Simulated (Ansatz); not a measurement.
# Ir (100): what the settings of a slab run do, part 1 of 2

Aim: change the settings of a slab run of Ir (100), some on purpose to poor values, and see what happens to convergence, surface energy and work function.

Method: DFT PBE, scalar-relativistic, plane waves, PAW, unless a step's input says otherwise, in Ansatz 0.2.0.

2 further runs of the same task are left out: 1 that didn't finish, 1 set aside as unsound or not needed.

## 1. The starting structure

Symmetry: P4/nmm, No. 129, tetragonal system. The conventional cell has a = 2.737 Å, b = 2.737 Å, c = 24.677 Å, α = 90.00°, β = 90.00°, γ = 90.00°. Ir (site symmetry 4mm) has 8 Ir at 2.74 Å as nearest neighbours. Ir (site symmetry 4mm) has 12 Ir at 2.74 Å as nearest neighbours.

Coordinates:

```cif
data_structure
_symmetry_space_group_name_H-M 'P 1'
_symmetry_Int_Tables_number 1
_cell_length_a 2.7370
_cell_length_b 2.7370
_cell_length_c 24.6766
_cell_angle_alpha 90.000
_cell_angle_beta 90.000
_cell_angle_gamma 90.000
_cell_volume 184.85
loop_
_atom_site_label
_atom_site_type_symbol
_atom_site_fract_x
_atom_site_fract_y
_atom_site_fract_z
_atom_site_occupancy
Ir1 Ir 0.50000 0.50000 0.30393 1
Ir2 Ir 0.00000 0.00000 0.38236 1
Ir3 Ir 0.50000 0.50000 0.46079 1
Ir4 Ir 0.00000 0.00000 0.53921 1
Ir5 Ir 0.50000 0.50000 0.61764 1
Ir6 Ir 0.00000 0.00000 0.69607 1
```

It is a (100) slab, 9.7 Å thick as cut, with 15 Å of vacuum; its outer planes are Ir (top) and Ir (bottom), with the atoms at the bulk's places. The base run, made before with the input below, converged in 9 cycles: energy -71609.0765 eV, largest force 0.953 eV/Å, work function 5.55 eV.

The input, input.yaml:

```yaml
crystal:
  lattice:
    - [2.7369673168, 0.0, 0.0]
    - [0.0, 2.7369673168, 0.0]
    - [0.0, 0.0, 24.676640748]
  atoms:
    - { symbol: Ir, position: [0.5, 0.5, 0.3039311581] }
    - { symbol: Ir, position: [0.0, 0.0, 0.3823586948] }
    - { symbol: Ir, position: [0.5, 0.5, 0.4607862316] }
    - { symbol: Ir, position: [0.0, 0.0, 0.5392137684] }
    - { symbol: Ir, position: [0.5, 0.5, 0.6176413052] }
    - { symbol: Ir, position: [0.0, 0.0, 0.6960688419] }
basis:
  ecutwfc: 420
kpoints:
  mp_grid: { grid: [13, 13, 1] }
hamiltonian:
  xc: pbe
scf:
  occupations: { method: gaussian, width: 0.1 }
output:
  forces: true
  eigenvalues: true
  write_density: true
  write_potential: true
  elf: true
  volumetric_format: npy
efield:
  axis: 3
  dipole_correction: true
  ramp_width: 0.04
```

## 2. Try: the slab 1 repeat of the bulk cell thicker

The cell repeats along c, and a dipole correction in the vacuum removes the field between the copies.

The input, input.yaml:

```yaml
crystal:
  lattice:
    - [2.7369673168, 0.0, 0.0]
    - [0.0, 2.7369673168, 0.0]
    - [0.0, 0.0, 26.6119688976]
  atoms:
    - { symbol: Ir, position: [0.5, 0.5, 0.2818280763] }
    - { symbol: Ir, position: [0.0, 0.0, 0.3545520508] }
    - { symbol: Ir, position: [0.5, 0.5, 0.4272760254] }
    - { symbol: Ir, position: [0.0, 0.0, 0.5] }
    - { symbol: Ir, position: [0.5, 0.5, 0.5727239746] }
    - { symbol: Ir, position: [0.0, 0.0, 0.6454479492] }
    - { symbol: Ir, position: [0.5, 0.5, 0.7181719237] }
basis:
  ecutwfc: 420
kpoints:
  mp_grid: { grid: [13, 13, 1] }
hamiltonian:
  xc: pbe
scf:
  occupations: { method: gaussian, width: 0.1 }
output:
  forces: true
  stress: true
  eigenvalues: true
  write_density: true
  write_potential: true
  elf: true
  volumetric_format: npy
efield:
  axis: 3
  dipole_correction: true
  ramp_width: 0.04
```

Command:

```bash
$ ansatz run input.yaml --threads 2 --pin off --max-ram 5632MiB --backend cpu --events-out ev --progress --plain --runs-dir out
```

Log, cut to the lines that bear on the results:

```text
Warning: RAYON_NUM_THREADS=2 ignored (pool sized by the plan → 2); use --threads N
[...]
Pseudopotentials: kind: paw
Pseudopotential: Ir, paw, valence charge 17, recommended cutoff 420 eV (normal), Ir.paw.azcp
Functional definition: PBE
[...]
Crystal: 7 atoms, lattice volume = 199.350 Å³
Basis set: ecut = 420 eV, 3981 PW (Γ), exchange–correlation on 40×40×360 points (8 copies of the dense FFT grid, shifted against one another)
Bands: 72, of which v1, the nominal top of the filled ones, is band 60 counted from 1 (59 counted from 0)
Symmetry: 8 space group operations
k-points: 28 of 169
[...]
SCF iter   1: F=—  HF=-83544.497951 eV  |F-HF|=—  |Δ(HF+E_count)|=         —  Δρ=1.54e-2  dr2=9.84e0  ethr=1.77e-3  p=0.000 e·Å  D=4.42e-14 V/Å  ΔV_dip=-0.00 eV  dr2_dipole=7.04e-7  V_vac-E_F(+/−)=5.05/5.05 eV  ⟨swp⟩=7.6  Hψ=8350  notcnv=0  defer=10
[...]
SCF iter   9: F=-83544.368907 eV  HF=-83544.368907 eV  |F-HF|=2.05e-8  |Δ(HF+E_count)|=   1.06e-7  Δρ=2.51e-6  dr2=2.13e-8  ethr=8.40e-11  p=-0.000 e·Å  D=-5.30e-8 V/Å  ΔV_dip=0.00 eV  dr2_dipole=1.49e-12  V_vac-E_F(+/−)=5.56/5.56 eV  ⟨swp⟩=19.5  Hψ=17249  notcnv=0
[...]
WARN: The output density's exchange-correlation potential varies sharply where the density is thin. Do not read a vacuum level from v_tot or v_xc, or from such a field of the output density. On a cell that repeats whose density bears no net charge and no dipole along the vacuum's axis use [...]
SCF converged after 9 iterations
Free energy (F): -83544.368907 eV
[...]
E sigma→0 (E₀):  -83544.347722 eV
Entropy (-TS):   -0.042371 eV (-6.053 meV/atom)
Fermi energy:    9.967435 eV
Dipole field:    D = -0.000002 V/Å  (p = -0.000002 e·Å, saw-weighted, corrected)
Work function:   Φ+ = 5.5639 eV   Φ− = 5.5638 eV
Levels:          The Fermi level and band energies are counted from a zero that moves with the ramp; work functions are not
[...]
--- Forces (eV/Å), atoms counted from 1 ---
  atom   1  Ir     0.00000000     0.00000000     0.91675169
  atom   2  Ir    -0.00000000     0.00000000    -0.83643664
  atom   3  Ir    -0.00000000     0.00000000    -0.20555068
  atom   4  Ir    -0.00000000     0.00000000    -0.00000001
  atom   5  Ir     0.00000000    -0.00000000     0.20555092
  atom   6  Ir     0.00000000     0.00000000     0.83643630
  atom   7  Ir    -0.00000000    -0.00000000    -0.91675127
[...]
--- Stress (GPa, compression-positive) ---
       -4.456314      -0.000000       0.000000
       -0.000000      -4.456314      -0.000000
        0.000000      -0.000000      -2.712501
  P = ⅓ Tr σ = -3.8750 GPa (-38.750 kbar)
--- Band table (eV; the first three rows and the last of 28) ---
[...]
```

It took 28 s on 2 threads of Arm Neoverse V1, shared host; peak memory 0.6 GiB.

Read from this run: work function 5.56 eV.

## 3. Variant: mp_grid.grid [20, 20, 1], occupations.method cold, occupations.width 0.2

Edit input.yaml of step 2 so:

```diff
@@ -16,3 +16,3 @@
 kpoints:
-  mp_grid: { grid: [13, 13, 1] }
+  mp_grid: { grid: [20, 20, 1] }
 hamiltonian:
@@ -20,11 +20,7 @@
 scf:
-  occupations: { method: gaussian, width: 0.1 }
+  occupations: { method: cold, width: 0.2 }
 output:
   forces: true
+  eigenvalues: true
   stress: true
-  eigenvalues: true
-  write_density: true
-  write_potential: true
-  elf: true
-  volumetric_format: npy
 efield:
```

Command:

```bash
$ ansatz run input.yaml --threads 2 --pin off --max-ram 5632MiB --backend cpu --events-out ev --progress --plain --runs-dir out
```

Log, cut to the lines that bear on the results:

```text
Warning: RAYON_NUM_THREADS=2 ignored (pool sized by the plan → 2); use --threads N
[...]
[... 3 set-up lines as earlier in the session ...]
[...]
Crystal: 7 atoms, lattice volume = 199.350 Å³
Basis set: ecut = 420 eV, 3981 PW (Γ), exchange–correlation on 40×40×360 points (8 copies of the dense FFT grid, shifted against one another)
Bands: 72, of which v1, the nominal top of the filled ones, is band 60 counted from 1 (59 counted from 0)
[... 1 set-up line as earlier in the session ...]
k-points: 66 of 400
[...]
SCF iter   1: F=—  HF=-83544.479174 eV  |F-HF|=—  |Δ(HF+E_count)|=         —  Δρ=1.50e-2  dr2=9.25e0  ethr=1.77e-3  p=0.000 e·Å  D=4.42e-14 V/Å  ΔV_dip=-0.00 eV  dr2_dipole=1.05e-6  V_vac-E_F(+/−)=5.07/5.07 eV  ⟨swp⟩=7.2  Hψ=19392  notcnv=0
[...]
Dipole field:    D = -0.000001 V/Å  (p = -0.000001 e·Å, saw-weighted, corrected)
Work function:   Φ+ = 5.5576 eV   Φ− = 5.5576 eV
Levels:          The Fermi level and band energies are counted from a zero that moves with the ramp; work functions are not
[...]
--- Forces (eV/Å), atoms counted from 1 ---
  atom   1  Ir     0.00000000    -0.00000000     1.00769374
  atom   2  Ir    -0.00000000    -0.00000000    -0.93445198
  atom   3  Ir    -0.00000000     0.00000000    -0.14580015
  atom   4  Ir    -0.00000000     0.00000000    -0.00000004
  atom   5  Ir     0.00000000    -0.00000000     0.14580022
  atom   6  Ir     0.00000000     0.00000000     0.93445195
  atom   7  Ir    -0.00000000     0.00000000    -1.00769370
[...]
--- Stress (GPa, compression-positive) ---
       -4.346549      -0.000000       0.000000
       -0.000000      -4.346549      -0.000000
        0.000000      -0.000000      -3.137269
  P = ⅓ Tr σ = -3.9435 GPa (-39.435 kbar)
--- Band table (eV; the first three rows and the last of 66) ---
[...]
```

It took 46 s on 2 threads of Arm Neoverse V1, shared host; peak memory 0.84 GiB.

```
    run     ending        energy change  gap (eV)  force (eV/Å)  cycles  time
 step 2  converged                    0      0.00          0.92       9  28 s
variant  converged  -2.6 meV/atom (σ→0)      0.00          1.01       9  46 s
```

Changing the k-point mesh and smearing moves the energy by -2.6 meV/atom (σ→0 values), and the largest force goes from 0.92 to 1.01 eV/Å. More than one kind of setting changed, and this run alone doesn't tell their shares apart.

## 4. Try: the slab 2 repeats of the bulk cell thicker

The input, input.yaml:

```yaml
crystal:
  lattice:
    - [2.7369673168, 0.0, 0.0]
    - [0.0, 2.7369673168, 0.0]
    - [0.0, 0.0, 28.5472970472]
  atoms:
    - { symbol: Ir, position: [0.5, 0.5, 0.2627218958] }
    - { symbol: Ir, position: [0.0, 0.0, 0.3305156399] }
    - { symbol: Ir, position: [0.5, 0.5, 0.3983093839] }
    - { symbol: Ir, position: [0.0, 0.0, 0.466103128] }
    - { symbol: Ir, position: [0.5, 0.5, 0.533896872] }
    - { symbol: Ir, position: [0.0, 0.0, 0.6016906161] }
    - { symbol: Ir, position: [0.5, 0.5, 0.6694843601] }
    - { symbol: Ir, position: [0.0, 0.0, 0.7372781042] }
basis:
  ecutwfc: 420
kpoints:
  mp_grid: { grid: [13, 13, 1] }
hamiltonian:
  xc: pbe
scf:
  occupations: { method: gaussian, width: 0.1 }
output:
  forces: true
  stress: true
  eigenvalues: true
  write_density: true
  write_potential: true
  elf: true
  volumetric_format: npy
efield:
  axis: 3
  dipole_correction: true
  ramp_width: 0.04
```

Command:

```bash
$ ansatz run input.yaml --threads 2 --pin off --max-ram 5632MiB --backend cpu --events-out ev --progress --plain --runs-dir out
```

Log, cut to the lines that bear on the results:

```text
[...]
WARN: The output density's exchange-correlation potential varies sharply where the density is thin. Do not read a vacuum level from v_tot or v_xc, or from such a field of the output density. On a cell that repeats whose density bears no net charge and no dipole along the vacuum's axis use [...]
SCF converged after 9 iterations
Free energy (F): -95479.677230 eV
[...]
E sigma→0 (E₀):  -95479.652914 eV
Entropy (-TS):   -0.048633 eV (-6.079 meV/atom)
Fermi energy:    11.010309 eV
Dipole field:    D = 0.000000 V/Å  (p = 0.000000 e·Å, saw-weighted, corrected)
Work function:   Φ+ = 5.5448 eV   Φ− = 5.5448 eV
Levels:          The Fermi level and band energies are counted from a zero that moves with the ramp; work functions are not
[...]
--- Forces (eV/Å), atoms counted from 1 ---
  atom   1  Ir     0.00000000     0.00000000     0.97156643
  atom   2  Ir    -0.00000000     0.00000000    -0.94394790
  atom   3  Ir     0.00000000     0.00000000    -0.13359166
  atom   4  Ir     0.00000000     0.00000000     0.14887672
  atom   5  Ir     0.00000000     0.00000000    -0.14887662
  atom   6  Ir    -0.00000000     0.00000000     0.13359141
  atom   7  Ir     0.00000000     0.00000000     0.94394809
  atom   8  Ir     0.00000000     0.00000000    -0.97156612
[...]
--- Stress (GPa, compression-positive) ---
       -4.060647       0.000000      -0.000000
        0.000000      -4.060647       0.000000
       -0.000000       0.000000      -2.652862
  P = ⅓ Tr σ = -3.5914 GPa (-35.914 kbar)
--- Band table (eV; the first three rows and the last of 28) ---
[...]
```

Run time: 36 s. Hardware: 2 threads of Arm Neoverse V1, shared host; peak memory 0.68 GiB.

This gives work function 5.54 eV.

## 5. Try: k mesh 19×19×1

The input, input.yaml:

```yaml
crystal:
  lattice:
    - [2.7369673168, 0.0, 0.0]
    - [0.0, 2.7369673168, 0.0]
    - [0.0, 0.0, 24.676640748]
  atoms:
    - { symbol: Ir, position: [0.5, 0.5, 0.3039311581] }
    - { symbol: Ir, position: [0.0, 0.0, 0.3823586948] }
    - { symbol: Ir, position: [0.5, 0.5, 0.4607862316] }
    - { symbol: Ir, position: [0.0, 0.0, 0.5392137684] }
    - { symbol: Ir, position: [0.5, 0.5, 0.6176413052] }
    - { symbol: Ir, position: [0.0, 0.0, 0.6960688419] }
basis:
  ecutwfc: 420
kpoints:
  mp_grid: { grid: [19, 19, 1] }
hamiltonian:
  xc: pbe
scf:
  occupations: { method: gaussian, width: 0.1 }
output:
  forces: true
  stress: true
  eigenvalues: true
efield:
  axis: 3
  dipole_correction: true
  ramp_width: 0.04
```

Command:

```bash
$ ansatz run input.yaml --threads 2 --pin off --max-ram 5632MiB --backend cpu --events-out ev --progress --plain --runs-dir out
```

Log, cut to the lines that bear on the results:

```text
[...]
SCF converged after 8 iterations
Free energy (F): -71609.085189 eV
[...]
E sigma→0 (E₀):  -71609.069177 eV
Entropy (-TS):   -0.032024 eV (-5.337 meV/atom)
Fermi energy:    8.791066 eV
Dipole field:    D = -0.000000 V/Å  (p = -0.000000 e·Å, saw-weighted, corrected)
Work function:   Φ+ = 5.5633 eV   Φ− = 5.5633 eV
Levels:          The Fermi level and band energies are counted from a zero that moves with the ramp; work functions are not
[...]
--- Forces (eV/Å), atoms counted from 1 ---
  atom   1  Ir     0.00000000     0.00000000     1.00499703
  atom   2  Ir    -0.00000000    -0.00000000    -0.91820166
  atom   3  Ir    -0.00000000    -0.00000000    -0.28087305
  atom   4  Ir     0.00000000     0.00000000     0.28087492
  atom   5  Ir     0.00000000    -0.00000000     0.91819814
  atom   6  Ir    -0.00000000    -0.00000000    -1.00499442
[...]
--- Stress (GPa, compression-positive) ---
       -4.664286      -0.000000       0.000000
       -0.000000      -4.664286      -0.000000
        0.000000      -0.000000      -3.337833
  P = ⅓ Tr σ = -4.2221 GPa (-42.221 kbar)
--- Band table (eV; the first three rows and the last of 55) ---
[...]
```

Run time: 25 s. Hardware: 2 threads of Arm Neoverse V1, shared host; peak memory 0.68 GiB.

From the log: work function 5.56 eV.

## 6. Try: field of -0.3 V/Å along c

Edit input.yaml of step 5 so:

```diff
@@ -15,3 +15,3 @@
 kpoints:
-  mp_grid: { grid: [19, 19, 1] }
+  mp_grid: { grid: [13, 13, 1] }
 hamiltonian:
@@ -20,2 +20,3 @@
   occupations: { method: gaussian, width: 0.1 }
+  max_iter: 93
 output:
@@ -28 +29,2 @@
   ramp_width: 0.04
+  amplitude: -0.3
```

Command:

```bash
$ ansatz run input.yaml --threads 2 --pin off --max-ram 5632MiB --backend cpu --events-out ev --progress --plain --runs-dir out
```

Log, cut to the lines that bear on the results:

```text
Warning: RAYON_NUM_THREADS=2 ignored (pool sized by the plan → 2); use --threads N
[...]
[... 3 set-up lines as earlier in the session ...]
[...]
Crystal: 6 atoms, lattice volume = 184.852 Å³
Basis set: ecut = 420 eV, 3679 PW (Γ), exchange–correlation on 40×40×360 points (8 copies of the dense FFT grid, shifted against one another)
Bands: 62, of which v1, the nominal top of the filled ones, is band 51 counted from 1 (50 counted from 0)
[... 1 set-up line as earlier in the session ...]
k-points: 28 of 169
[...]
SCF iter   1: F=—  HF=-71609.764970 eV  |F-HF|=—  |Δ(HF+E_count)|=         —  Δρ=3.43e-2  dr2=2.93e0  ethr=2.86e-3  p=-0.156 e·Å  D=-1.53e-1 V/Å  ΔV_dip=3.77 eV  dr2_dipole=3.92e-2  V_vac-E_F(+/−)=4.94/8.11 eV  ⟨swp⟩=1.2  Hψ=9417  notcnv=0
[...]
Entropy (-TS):   -0.034941 eV (-5.823 meV/atom)
Fermi energy:    8.792666 eV
Dipole field:    D = -0.157895 V/Å  (p = -0.161299 e·Å, saw-weighted, corrected)
Work function:   not extracted (applied field tilts the vacuum); planar V_es + V_field profile in the machine report
Levels:          The Fermi level and band energies are counted from a zero that moves with the ramp; work functions are not
[...]
--- Forces (eV/Å), atoms counted from 1 ---
  atom   1  Ir     0.00000000    -0.00000000     0.95234935
  atom   2  Ir    -0.00000000    -0.00000000    -0.87269362
  atom   3  Ir    -0.00000000     0.00000000    -0.31608495
  atom   4  Ir     0.00000000    -0.00000000     0.30424106
  atom   5  Ir     0.00000000     0.00000000     0.88184828
  atom   6  Ir    -0.00000000     0.00000000    -0.94966034
[...]
--- Stress (GPa, compression-positive) ---
       -4.795802      -0.000000       0.000000
       -0.000000      -4.795802      -0.000000
        0.000000      -0.000000      -3.041889
  P = ⅓ Tr σ = -4.2112 GPa (-42.112 kbar)
--- Band table (eV; the first three rows and the last of 28) ---
[...]
```

Run time: 22 s. Hardware: 2 threads of Arm Neoverse V1, shared host; peak memory 0.53 GiB.

## 7. Try: cutoff 300 eV

Edit input.yaml of step 6 so:

```diff
@@ -13,3 +13,3 @@
 basis:
-  ecutwfc: 420
+  ecutwfc: 300
 kpoints:
@@ -20,3 +20,2 @@
   occupations: { method: gaussian, width: 0.1 }
-  max_iter: 93
 output:
@@ -29,2 +28 @@
   ramp_width: 0.04
-  amplitude: -0.3
```

Command:

```bash
$ ansatz run input.yaml --threads 2 --pin off --max-ram 5632MiB --backend cpu --events-out ev --progress --plain --runs-dir out
```

Log, cut to the lines that bear on the results:

```text
[...]
SCF converged after 9 iterations
Free energy (F): -71608.090320 eV
[...]
E sigma→0 (E₀):  -71608.072852 eV
Entropy (-TS):   -0.034935 eV (-5.823 meV/atom)
Fermi energy:    8.791497 eV
Dipole field:    D = -0.000001 V/Å  (p = -0.000001 e·Å, saw-weighted, corrected)
Work function:   Φ+ = 5.5624 eV   Φ− = 5.5625 eV
Levels:          The Fermi level and band energies are counted from a zero that moves with the ramp; work functions are not
[...]
--- Forces (eV/Å), atoms counted from 1 ---
  atom   1  Ir     0.00000000     0.00000000     0.98174445
  atom   2  Ir    -0.00000000     0.00000000    -0.87859529
  atom   3  Ir    -0.00000000     0.00000000    -0.30875794
  atom   4  Ir     0.00000000    -0.00000000     0.30875791
  atom   5  Ir     0.00000000     0.00000000     0.87859513
  atom   6  Ir    -0.00000000    -0.00000000    -0.98174424
[...]
--- Stress (GPa, compression-positive) ---
       -5.072603      -0.000000       0.000000
       -0.000000      -5.072603      -0.000000
        0.000000      -0.000000      -3.337591
  P = ⅓ Tr σ = -4.4943 GPa (-44.943 kbar)
--- Band table (eV; the first three rows and the last of 28) ---
[...]
```

Run time: 10 s. Hardware: 2 threads of Arm Neoverse V1, shared host; peak memory 0.41 GiB.

From the log: work function 5.56 eV.

## 8. Setting: functional PBEsol

Edit input.yaml of step 7 so:

```diff
@@ -13,3 +13,3 @@
 basis:
-  ecutwfc: 300
+  ecutwfc: 420
 kpoints:
@@ -17,3 +17,3 @@
 hamiltonian:
-  xc: pbe
+  xc: pbesol
 scf:
@@ -24,2 +24,6 @@
   eigenvalues: true
+  write_density: true
+  write_potential: true
+  elf: true
+  volumetric_format: npy
 efield:
```

Command:

```bash
$ ansatz run input.yaml --threads 2 --pin off --max-ram 5632MiB --backend cpu --events-out ev --progress --plain --runs-dir out
```

Log, cut to the lines that bear on the results:

```text
[...]
WARN: The output density's exchange-correlation potential varies sharply where the density is thin. Do not read a vacuum level from v_tot or v_xc, or from such a field of the output density. On a cell that repeats whose density bears no net charge and no dipole along the vacuum's axis use [...]
SCF converged after 9 iterations
Free energy (F): -70790.842918 eV
[...]
E sigma→0 (E₀):  -70790.825424 eV
Entropy (-TS):   -0.034988 eV (-5.831 meV/atom)
Fermi energy:    8.650815 eV
Dipole field:    D = 0.000002 V/Å  (p = 0.000002 e·Å, saw-weighted, corrected)
Work function:   Φ+ = 5.6751 eV   Φ− = 5.6751 eV
Levels:          The Fermi level and band energies are counted from a zero that moves with the ramp; work functions are not
[...]
--- Forces (eV/Å), atoms counted from 1 ---
  atom   1  Ir     0.00000000     0.00000000     1.47851649
  atom   2  Ir    -0.00000000     0.00000000    -0.87636229
  atom   3  Ir    -0.00000000    -0.00000000    -0.31389498
  atom   4  Ir     0.00000000    -0.00000000     0.31389503
  atom   5  Ir     0.00000000     0.00000000     0.87636210
  atom   6  Ir    -0.00000000    -0.00000000    -1.47851675
[...]
--- Stress (GPa, compression-positive) ---
       -9.958800      -0.000000       0.000000
       -0.000000      -9.958800      -0.000000
        0.000000      -0.000000      -7.464318
  P = ⅓ Tr σ = -9.1273 GPa (-91.273 kbar)
--- Band table (eV; the first three rows and the last of 28) ---
[...]
```

Run time: 25 s. Hardware: 2 threads of Arm Neoverse V1, shared host; peak memory 0.55 GiB.

This gives work function 5.68 eV.

(Continued in part 2 of 2.)
